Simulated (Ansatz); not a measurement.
## CdI$_{2}$: pressure against volume, fitted

```yaml
crystal:
  lattice:
    - [4.24400, 0.00000, 0.00000]
    - [-2.12200, 3.67541, 0.00000]
    - [0.00000, 0.00000, 6.85900]
  atoms:
    - { symbol: Cd, position: [0.00000, 0.00000, 0.00000] }
    - { symbol: I, position: [0.33333, 0.66667, 0.24920] }
    - { symbol: I, position: [0.66667, 0.33333, 0.75080] }
```

Atoms are numbered in the order listed.

The cell is COD entry 1539851, as deposited and not checked against the literature; nothing was relaxed. It differs from other determinations.

Spin–orbit coupling is left out, though it moves levels of the heavy atoms by tenths of an eV or more.

Theory: DFT, PBEsol, all-electron LAPW, scalar-relativistic (Ansatz 0.2.0).

The runs use a Γ-centred 8×8×5 k mesh, Fermi–Dirac smearing of 0.03 eV, basis error target 0.5 meV/atom, no spin polarisation.

The cell is scaled evenly. Fractional coordinates are held (clamped ions).

| V (Å³/atom) | P (GPa) |
| --- | --- |
| 33.523 | 1.99 |
| 34.237 | 1.10 |
| 34.950 | 0.31 |
| 35.307 | -0.06 |
| 35.663 | -0.40 |
| 36.020 | -0.72 |
| 36.377 | -1.02 |
| 37.090 | -1.57 |

(1) Fit a third-order Birch–Murnaghan curve to the pressures.

(2) Predict the pressure at the withheld volume, 37.803 Å³/atom.

## Answers

(1) P = (3B0/2)(y^(7/2) − y^(5/2))[1 + (3/4)(B0′ − 4)(y − 1)] with y = (V0/V)^(2/3) fits within 0.01 GPa for V0 = 35.249 Å³/atom, B0 = 35.0 GPa and B0′ = 4.96.

(2) There y = 0.9544, so the fit gives -2.06 GPa; the run gave -2.05 GPa.
